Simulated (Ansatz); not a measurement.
## Screening in GaN (P6_3mc)

Wanted: ε∞ of GaN (P6_3mc) from perturbation theory, a sum over states and the RPA step of G0W0, with cost.

Main program and level: Ansatz 0.2.0; linear response on PBE, plane waves, PAW.

The database entry behind the starting cell has ideal inner coordinates that were not refined, so it need not match the best structure at ambient conditions.

**1. The starting structure**

Symmetry: P6_3mc, No. 186, hexagonal system. Conventional cell: a = 3.190 Å, b = 3.190 Å, c = 5.189 Å, α = 90.00°, β = 90.00°, γ = 120.00°. Nearest to Ga lie 4 N at 1.95 Å. Nearest to N lie 4 Ga at 1.95 Å. Farther neighbours and most contacts between anions are not listed.

Structure file:

```
Ga N
1.0
     3.19000    0.00000    0.00000
    -1.59500    2.76262    0.00000
     0.00000    0.00000    5.18900
Ga N
2 2
Direct
  0.66667 0.33333 0.00000
  0.33333 0.66667 0.50000
  0.66667 0.33333 0.37500
  0.33333 0.66667 0.87500
```

The cell and positions come from the Crystallography Open Database and are kept as given unless a step says otherwise. The default PAW set here is soft_1. Its files were made with PBE.

**2. Response to a homogeneous field**

The response to a uniform field gives ε∞, a yardstick for the screening that GW builds on its mesh.

This step: dielectric response by perturbation theory, PBE, plane waves, PAW.

Input file input.yaml:

```yaml
crystal:
  lattice:
    - [3.19, 0.0, 0.0]
    - [-1.595, 2.7626210381, 0.0]
    - [0.0, 0.0, 5.189]
  atoms:
    - { symbol: Ga, position: [0.6666666667, 0.3333333333, 0.0] }
    - { symbol: Ga, position: [0.3333333333, 0.6666666667, 0.5] }
    - { symbol: "N", position: [0.6666666667, 0.3333333333, 0.375] }
    - { symbol: "N", position: [0.3333333333, 0.6666666667, 0.875] }
kpoints:
  mp_grid: { grid: [9, 9, 4] }
hamiltonian:
  xc: pbe
  pseudopotentials: { kind: paw, azcp: { folder: "./paw" } }
scf:
  occupations: { method: fixed }
dielectric: {}
```

Command:

```console
ansatz run input.yaml --threads 3 --pin off --max-ram 92160MiB --backend cuda --events-out ev --progress --plain --runs-dir out --devices 1 --max-vram 13GiB
```

Numbers of over 12 decimals in the logs are rounded to 6 here.

The program printed:

```text
GPUs: using 1 of 1 available (devices: 1).
Engine: ansatz 0.2.0, x86_64-unknown-linux-gnu
Pseudopotentials: kind: paw
Pseudopotential: Ga, paw, valence charge 13, recommended cutoff 420 eV (normal), <dir>
Pseudopotential: N, paw, valence charge 5, recommended cutoff 420 eV (normal), <dir>
Functional definition: PBE
  parameter kappa = 0.804
  parameter beta = 0.066725
  exchange = pbe_x(kappa = kappa, mu = beta*pi^2/3)
  correlation = pbe_c(beta = beta)
device memory: the entry about to start is reckoned to put 1.9 GiB on a device that reports 75.6 GiB free (of which the cap on the GPU budget leaves the run 13.0 GiB)
GPU FFT provider: cuFFT
GPU libraries: cuBLAS 13.8.2, cuFFT 12.4.0, cuSOLVER 12.3.4
Crystal: 4 atoms, lattice volume = 45.729 Å³
Basis set: ecut = 420 eV, 917 PW (Γ), exchange–correlation on 48×48×72 points (8 copies of the dense FFT grid, shifted against one another)
Bands: 22, of which v1, the nominal top of the filled ones, is band 18 counted from 1 (17 counted from 0)
Symmetry: 12 space group operations
k-points: 95 of 324 (irreducible under 2 space group operations, time reversal used)
Non-local potential: Ga, projectors of the file, l = 0: 2, l = 1: 2, l = 2: 3, l = 3: 1
Non-local potential: N, projectors of the file, l = 0: 2, l = 1: 2, l = 2: 1
PAW form: soft (Blöchl's): semilocal exchange-correlation on the pseudo side does not see the compensation charge
PAW one-centre angular grid: Ga, 590 points (default); XC on 64 Gauss nodes
PAW one-centre angular grid: N, 110 points (default); XC on 64 Gauss nodes
Initial density: superposition of atomic densities (chi_scale 0.1, normalization cell, long waves kept (reshape's long-wave potential 0.00 eV rms))
Initial wavefunctions: pseudopotential atomic-orbital guess
GPU buffer pool allocated for 20736 grid points (all kernels)
GPU transforms: local potential and band sums: pruned to the plane-wave sphere, on 24×24×36
Functional: x = pbe(κ = 0.804, μ = 0.219515), c = pbe(β = 0.066725)
SCF iter   1: F=—  HF=-8337.205163 eV  |F-HF|=—  |Δ(HF+E_count)|=         —  Δρ=1.13e-1  dr2=5.08e0  ethr=3.10e-3  ⟨swp⟩=4.0  Hψ=7489  notcnv=0  defer=21
preconditioner: auto → Resta (q_TF=auto, 2.622 Å⁻¹)  ε∞=4.8  [insulator: Δε(μ)=2.712 eV  Ē_g=16.855 eV  n_scr=22 (ndim 8)  ℏωp=32.9 eV  f_vac=0.000  ε∞_Penn≈4.8]
SCF iter   2: F=—  HF=-8335.922940 eV  |F-HF|=—  |Δ(HF+E_count)|=    1.28e0  Δρ=4.68e-2  dr2=5.37e-1  ethr=3.10e-3  ⟨swp⟩=2.0  Hψ=4893  notcnv=0  defer=49
SCF iter   3: F=—  HF=-8335.837903 eV  |F-HF|=—  |Δ(HF+E_count)|=   8.50e-2  Δρ=1.84e-2  dr2=1.11e-1  ethr=1.49e-3  ⟨swp⟩=2.0  Hψ=2541  notcnv=0  defer=185
SCF iter   4: F=—  HF=-8335.825048 eV  |F-HF|=—  |Δ(HF+E_count)|=   1.29e-2  Δρ=3.28e-3  dr2=6.02e-3  ethr=3.09e-4  ⟨swp⟩=3.0  Hψ=3987  notcnv=0  defer=188
SCF iter   5: F=—  HF=-8335.823576 eV  |F-HF|=—  |Δ(HF+E_count)|=   1.47e-3  Δρ=2.79e-3  dr2=2.13e-3  ethr=1.67e-5  ⟨swp⟩=2.0  Hψ=3980  notcnv=0  defer=188
SCF iter   6: F=—  HF=-8335.825077 eV  |F-HF|=—  |Δ(HF+E_count)|=   1.50e-3  Δρ=7.23e-4  dr2=1.89e-4  ethr=5.92e-6  ⟨swp⟩=2.9  Hψ=3992  notcnv=0  defer=188
SCF iter   7: F=—  HF=-8335.825085 eV  |F-HF|=—  |Δ(HF+E_count)|=   7.87e-6  Δρ=1.17e-4  dr2=7.26e-6  ethr=5.26e-7  ⟨swp⟩=2.0  Hψ=3882  notcnv=0  defer=175
SCF iter   8: F=—  HF=-8335.825228 eV  |F-HF|=—  |Δ(HF+E_count)|=   1.43e-4  Δρ=1.70e-5  dr2=1.08e-7  ethr=2.02e-8  ⟨swp⟩=2.0  Hψ=3800  notcnv=0
SCF iter   9: F=—  HF=-8335.825228 eV  |F-HF|=—  |Δ(HF+E_count)|=   1.62e-7  Δρ=2.47e-6  dr2=2.99e-9  ethr=3.00e-10  ⟨swp⟩=2.6  Hψ=3798  notcnv=0
SCF iter  10: F=—  HF=-8335.825228 eV  |F-HF|=—  |Δ(HF+E_count)|=   4.78e-9  Δρ=5.62e-7  dr2=1.11e-10  ethr=8.30e-12  ⟨swp⟩=2.0  Hψ=3189  notcnv=0
SCF iter  11: F=-8335.825228 eV  HF=-8335.825228 eV  |F-HF|=5.46e-12  |Δ(HF+E_count)|=  7.82e-11  Δρ=8.47e-8  dr2=2.26e-12  ethr=1.00e-12  ⟨swp⟩=4.0  Hψ=6586  notcnv=0
SCF 1 converged in 11 iterations: F = -8335.825228 eV  dr2 = 2.26e-12
  greatest PAW one-centre occupation: 0.995 electrons in one spin orbital (limit 2), on the Ga atom at site 0 (counted from 0), in its partial waves of l = 2
the response reads at least the filled bands of the reference SCF and the lowest empty band at each k-point, and that SCF's band table does not vouch for those bands. The notice of the band table in this run's record says why
device memory: the entry about to start is reckoned to put 0.3 GiB on a device that reports 76.0 GiB free (of which the cap on the GPU budget leaves the run 13.0 GiB)
NSCF: frozen V_eff on 1 k-points
device memory: the entry about to start is reckoned to put 0.3 GiB on a device that reports 76.1 GiB free (of which the cap on the GPU budget leaves the run 13.0 GiB)
NSCF: frozen V_eff on 1 k-points
device memory: the entry about to start is reckoned to put 0.3 GiB on a device that reports 76.1 GiB free (of which the cap on the GPU budget leaves the run 13.0 GiB)
NSCF: frozen V_eff on 1 k-points
device memory: the entry about to start is reckoned to put 0.3 GiB on a device that reports 76.1 GiB free (of which the cap on the GPU budget leaves the run 13.0 GiB)
NSCF: frozen V_eff on 1 k-points
device memory: the entry about to start is reckoned to put 0.1 GiB on a device that reports 76.1 GiB free (of which the cap on the GPU budget leaves the run 13.0 GiB)
device memory: the entry about to start is reckoned to put 1.0 GiB on a device that reports 76.1 GiB free (of which the cap on the GPU budget leaves the run 13.0 GiB)
DFPT response loops at Γ: preconditioner auto → Resta (q_TF=auto, 2.622 Å⁻¹)  ε∞=5.6 (no band partly filled); β = 1.00, the filter's whole step (`scf.mixing.beta` (0.50) is not read by the response loops at its default; to damp them type it under 1.00, their step now; it binds the ground state too); Broyden in place of MSR1
── the response to a field inside a basis, on 12×12×8 k-points: an SCF that follows is theirs, and a resumed run solves both again ──
device memory: the entry about to start is reckoned to put 0.3 GiB on a device that reports 45.2 GiB free (of which the cap on the GPU budget leaves the run 13.0 GiB)
GPU FFT provider: cuFFT
GPU libraries: cuBLAS 13.8.2, cuFFT 12.4.0, cuSOLVER 12.3.4
Bands: 19, of which v1, the nominal top of the filled ones, is band 18 counted from 1 (17 counted from 0)
k-points: 168 of 1152 (irreducible under 4 space group operations, time reversal used)
Initial density: handed on by an earlier stage of this run
Initial wavefunctions: pseudopotential atomic-orbital guess (no wavefunctions were taken with the density)
GPU buffer pool allocated for 20736 grid points (all kernels)
GPU transforms: band sums: pruned to the plane-wave sphere, on 24×24×36
Eigensolver: Dense (168 Hₖ)
SCF iter   1: F=—  HF=-8335.823788 eV  |F-HF|=—  |Δ(HF+E_count)|=         —  Δρ=3.90e-4  dr2=2.15e-5  ethr=1.00e-1
preconditioner: auto → Resta (q_TF=auto, 2.622 Å⁻¹)  ε∞=5.9  [insulator: Δε(μ)=2.206 eV  Ē_g=14.848 eV  n_scr=22 (ndim 8)  ℏωp=32.9 eV  f_vac=0.008  ε∞_Penn≈5.9]
SCF iter   2: F=—  HF=-8335.823792 eV  |F-HF|=—  |Δ(HF+E_count)|=   3.77e-6  Δρ=3.14e-4  dr2=1.87e-5  ethr=5.98e-8
SCF iter   3: F=—  HF=-8335.823793 eV  |F-HF|=—  |Δ(HF+E_count)|=   8.91e-7  Δρ=4.49e-5  dr2=4.04e-7  ethr=5.18e-8
SCF iter   4: F=—  HF=-8335.823790 eV  |F-HF|=—  |Δ(HF+E_count)|=   2.48e-6  Δρ=1.23e-5  dr2=3.27e-8  ethr=1.12e-9
SCF iter   5: F=-8335.823790 eV  HF=-8335.823790 eV  |F-HF|=1.52e-9  |Δ(HF+E_count)|=   1.96e-7  Δρ=3.86e-6  dr2=3.43e-9  ethr=9.10e-11
SCF 1 converged in 5 iterations: F = -8335.823790 eV  dr2 = 3.43e-9
  greatest PAW one-centre occupation: 0.995 electrons in one spin orbital (limit 2), on the Ga atom at site 1 (counted from 0), in its partial waves of l = 2
device memory: the entry about to start is reckoned to put 0.1 GiB (of the 0.2 GiB reckoned in all, the device holds 0.1 GiB already) on a device that reports 47.8 GiB free (of which the cap on the GPU budget leaves the run 12.9 GiB)
device memory: the entry about to start is reckoned to put 1.9 GiB on a device that reports 48.0 GiB free (of which the cap on the GPU budget leaves the run 12.9 GiB)
DFPT response loops at Γ: preconditioner auto → Resta (q_TF=auto, 2.622 Å⁻¹)  ε∞=5.2 (no band partly filled); β = 1.00, the filter's whole step (`scf.mixing.beta` (0.50) is not read by the response loops at its default; to damp them type it under 1.00, their step now; it binds the ground state too); Broyden in place of MSR1
SCF converged after 11 iterations
Free energy (F): -8335.825228 eV
Harris-Foulkes:  -8335.825228 eV  (|F-HF|=5.46e-12)
Internal energy: -8335.825228 eV  (E = F + TS)
E sigma→0 (E₀):  -8335.825228 eV
Fermi energy:    9.677819 eV
--- Per-component energies (eV) ---
  E_band       = -10.904093
  E_kinetic    = 481.902034
  E_local      = -2834.597050  (includes V_loc(G=0)·N_el)
  E_nonlocal   = -109.349700
  E_hartree    = 1792.771031
  E_xc         = -244.719625
  E_vxc        = -261.997844  (∫ρ·V_xc dr)
  E_paw        = -4249.324880  (= ΣΔE_a)
  E_vpaw       = -872.405067  (= ΣTr[D̂ρ^β])
  E_aug_tail   = 0.001510  (compensation charges beyond the density's cutoff)
  E_ewald      = -3172.508547
  E_smearing   = -0.000000  (= −TS)
  E_closure    = 0.000000  (closes the sum)
  Σ components = -8335.825228   (vs F -8335.825228, Δ=0.00e0)
--- Band table (eV; the first three rows and the last of 95) ---
  k-point 0: bands = [... 14 lower, 8.6339, 9.6140, 9.6778, 9.6778, 11.5693, 13.9216, 18.8620, 19.5625]
  k-point 1: bands = [... 14 lower, 8.7803, 8.7803, 9.5183, 9.5183, 12.7664, 14.0255, 18.4749, 19.2399]
  k-point 2: bands = [... 14 lower, 9.1426, 9.1426, 9.1426, 9.1426, 13.9044, 13.9044, 18.1593, 18.1593]
  k-point 94: bands = [... 14 lower, 6.7538, 6.7538, 7.9182, 7.9182, 15.4116, 15.4116, 17.6379, 17.6379]
--- Dielectric response (ions clamped): 3 representative field directions + reference, inside a basis on a mesh of 1152 k-points (Σ response iterations 18) ---
  ε∞ (high-frequency dielectric tensor):
        5.793204     0.000000     0.000000
        0.000000     5.793204    -0.000000
        0.000000    -0.000000     5.940039
  Born effective charges Z* (e; rows j = field, columns β = displacement):
    site 0:
         2.62422   -0.00000    0.00000
        -0.00000    2.62422   -0.00000
         0.00000   -0.00000    2.75810
    site 1:
         2.62422   -0.00000    0.00000
        -0.00000    2.62422   -0.00000
         0.00000   -0.00000    2.75810
    site 2:
        -2.62422    0.00000   -0.00000
        -0.00000   -2.62422    0.00000
        -0.00000   -0.00000   -2.75810
    site 3:
        -2.62422   -0.00000   -0.00000
         0.00000   -2.62422   -0.00000
        -0.00000    0.00000   -2.75810
  Z* charge neutrality: 2.103e-3 e pre-enforcement
  solved inside a basis spanned on kpoints, on 12×12×8 k-points, its susceptibility summed on 18×18×10: ε∞ is read to err by 1.6e-2, Z* by 1.4e-2 e (field_mesh: kpoints solves on kpoints); Z* is corrected for what the basis lacks
```

Wall time 73 s (1 × NVIDIA H100 80GB HBM3 (shared by 6 runs) with 3 threads of AMD EPYC 7R13 (Zen 3), shared host); peak memory 2.1 GiB.

Numbers from this step:

| Item | Value |
| --- | --- |
| stated error of ε∞ | 0.016 |

One over ε∞ averages 0.17, somewhat under the quarter of exact exchange in PBE0.

High-frequency dielectric tensor:

```
5.79 0.00 0.00
0.00 5.79 0.00
0.00 0.00 5.94
```

Born effective charge (e), principal values of the symmetric part by kind of site:

```
atom  atoms with these values    low  middle   high   mean
 Ga1                        2   2.62    2.62   2.76   2.67
  N3                        2  -2.76   -2.62  -2.62  -2.67
```

In full for Ga1:

```
2.62 0.00 0.00
0.00 2.62 0.00
0.00 0.00 2.76
```

**3. Independent-particle spectrum**

The independent-particle spectrum shows where the oscillator strength lies, before excitons and local fields.

This step: independent-particle optics on PBE, plane waves, PAW.

input.yaml: that of step 2 with these lines changed.

```diff
@@ -11,3 +11,3 @@
 kpoints:
-  mp_grid: { grid: [9, 9, 4] }
+  mp_grid: { grid: [12, 12, 4] }
 hamiltonian:
@@ -17,2 +17,4 @@
   occupations: { method: fixed }
-dielectric: {}
+  n_extra_bands: 31
+output:
+  optics: { e_range: [0, 25], de: 0.1, sigma: 0.2 }
```

The program printed:

```text
[...]
GPUs: using 1 of 1 available (devices: 1).
[...]
GPU FFT provider: cuFFT
GPU libraries: cuBLAS 13.8.2, cuFFT 12.4.0, cuSOLVER 12.3.4
Crystal: 4 atoms, lattice volume = 45.729 Å³
Basis set: ecut = 420 eV, 917 PW (Γ)
Bands: 49, of which v1, the nominal top of the filled ones, is band 18 counted from 1 (17 counted from 0)
Symmetry: 12 space group operations
[...]
k-points: 57 of 576 (time reversal used)
[...]
GPU buffer pool allocated for 20736 grid points (all kernels)
[...]
SCF iter   1: F=—  HF=-8337.205138 eV  |F-HF|=—  |Δ(HF+E_count)|=         —  Δρ=1.13e-1  dr2=5.08e0  ethr=3.10e-3  ⟨swp⟩=4.4  Hψ=9354  notcnv=0  defer=1595
[...]
SCF iter  10: F=-8335.825376 eV  HF=-8335.825376 eV  |F-HF|=1.82e-12  |Δ(HF+E_count)|=  2.95e-10  Δρ=1.05e-7  dr2=3.17e-12  ethr=1.00e-12  ⟨swp⟩=10.5  Hψ=20026  notcnv=0
SCF 1 converged in 10 iterations: F = -8335.825376 eV  dr2 = 3.17e-12
[...]
Optics k sum: 0 of 57 k-points
Optics k sum: 3 of 57 k-points
[...]
Optics k sum: 57 of 57 k-points
[...]
SCF converged after 10 iterations
Free energy (F): -8335.825376 eV
[...]
Internal energy: -8335.825376 eV  (E = F + TS)
E sigma→0 (E₀):  -8335.825376 eV
Fermi energy:    9.677665 eV
[...]
--- Band table (eV; the first three rows and the last of 57) ---
  k-point 0: bands = [... 14 lower, 8.6338, 9.6139, 9.6777, 9.6777, 11.5692, 13.9216, 18.8619, 19.5625, ... 27 higher]
  k-point 1: bands = [... 14 lower, 8.7802, 8.7802, 9.5181, 9.5181, 12.7663, 14.0254, 18.4748, 19.2399, ... 27 higher]
  k-point 2: bands = [... 14 lower, 9.1425, 9.1425, 9.1425, 9.1425, 13.9043, 13.9043, 18.1592, 18.1592, ... 27 higher]
  k-point 56: bands = [... 14 lower, 5.5074, 5.5074, 8.1860, 8.1860, 16.0941, 16.0941, 16.9758, 16.9758, ... 27 higher]
```

Elapsed: 47 s, on 1 × NVIDIA H100 80GB HBM3 (shared by 6 runs) with 3 threads; peak memory 1.4 GiB.

Numbers from this step:

- ε∞ without local fields (xx, yy, zz): 5.935, 5.935, 6.065
- electrons in the f-sum (xx, yy, zz): 16.81, 16.81, 16.81
- bands in the explicit sum (the static value is completed to all bands): 49

The sum gives ε∞ = 5.94 and 6.06 without local fields.

The ε₂ has structure finer than the step of the table below, so its rows give means over 1 eV, whole bins alone (the curve runs from 0 to 25 eV). Peaks (eV: height): xx=yy 6.6: 7.83, 7.9: 8.76, 9.0: 7.10, 11.0: 7.10; zz 5.9: 9.32, 7.8: 8.08, 9.6: 6.05, 10.7: 9.84, 11.4: 8.64.

Independent particles, no local fields, Gaussian width 0.2 eV. Table of ε₂ by photon energy; means over each step:

```
photon energy (eV)   xx=yy      zz
                 1  5.6e-5  1.4e-5
                 2   0.522   0.486
                 3    1.32    1.44
                 4    1.58    1.80
                 5    2.79    2.67
                 6    6.33    8.15
                 7    6.71    7.18
                 8    7.47    6.43
                 9    6.34    4.31
                10    4.97    5.07
                11    6.61    8.46
                12    4.83    4.52
                13    2.27    1.93
                14    1.76    1.63
                15    1.18    1.46
                16   0.828   0.885
                17   0.807   0.631
                18   0.691   0.630
                19   0.613   0.592
                20   0.500   0.569
                21   0.522   0.558
                22   0.397   0.402
                23   0.511   0.485
                24   0.409   0.482
```

[end of part 1 of 2]

[Paths, hosts, dates, memory and timing lines, banners, echoed tables and standing remarks are left out of the program output.]

[Logs are printed without paths, hosts, clocks, repeated set-up lines and the standing remarks that a program may print on its own settings, such as how far it seeks lower states.]

[Runs of the session that timed out or met a known fault of the program may be left out.]

[Cells called generated may have been cut or substituted from an entry of the Crystallography Open Database or the Materials Project.]

[Hosts, paths, dates, database ids (printed as entryN), source tags and the programs' standing remarks are cut or masked in the printed files.]
